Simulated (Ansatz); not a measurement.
## KNbO3 (Pm-3m): what a change of settings does

```xyz
5
Lattice="3.9865 0.0000 0.0000 0.0000 3.9865 0.0000 0.0000 0.0000 3.9865" Properties=species:S:1:pos:R:3 pbc="T T T"
K     0.0000    0.0000    0.0000
Nb    1.9932    1.9932    1.9932
O     0.0000    1.9932    1.9932
O     1.9932    0.0000    1.9932
O     1.9932    1.9932    0.0000
```

Unless marked otherwise, the numbers come from PBEsol, all-electron LAPW in Ansatz 0.2.0, scalar-relativistic. k mesh 6×6×6, fine mesh 8×8×8, fixed occupations, basis error target 1 meV/atom. The cell was relaxed by PAW under this functional. This phase needn't be the one found at ambient conditions.

With these settings the run gives a gap of 1.520 eV on the fine mesh, ε∞,xx = 6.61 without local fields.

**Question.** The run is repeated in the same cell with kpoints.mp_grid.grid from [6, 6, 6] to [3, 3, 3]. What moves, and by how much?

**Answer.** ε∞,xx: +3.25 %. These settings are too loose or unsuited for a converged value.

Caveats: no spin-orbit coupling on heavy atoms; semilocal gaps are low, and what follows the gap (onsets, screening, light masses) shifts with it; cubic perovskites of this kind tilt or polarise below some temperature, which these cells can't show; coarse k mesh.
